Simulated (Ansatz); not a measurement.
**Te: changing the strain (εxx = s)**

```
Te
1.0
     5.22326    0.00000    0.00000
     0.00000    5.22326    0.00000
     0.00000    0.00000    5.22326
Te
4
Direct
  0.87500 0.12500 0.62500
  0.37500 0.37500 0.37500
  0.12500 0.62500 0.87500
  0.62500 0.87500 0.12500
```

This isn't the form of Te at room conditions, which is trigonal, of chains.

Kept alike: task relaxation of the atoms; functional PBE; k mesh 4 × 4 × 4; occupations fermi-dirac, width 0.05 eV; no spin polarisation. Program: Ansatz, Ansatz PAW, cutoff 420 eV. The mesh is that of the run's cell of 4 atoms. No spin-orbit coupling.

```tsv
s	free energy over the lowest row (meV/atom)
-0.04	8.69
-0.02	2.44
-0.01	0.72
0	0.00
0.01	0.26
0.02	?
0.04	6.22
```

The cell shown is the unstrained one; x, y and z are its Cartesian axes. For a metal such a mesh leaves the last digits unconverged.

Task: Fit the rows shown and predict the run at 0.02.

Result: A least-squares parabola through the rows shown is free energy = 4652.8 s² - 30.22 s + 0.008 (largest miss 0.089); at s = 0.02 it gives 1.26 meV/atom. The run gave: free energy over the lowest row 1.41 meV/atom.
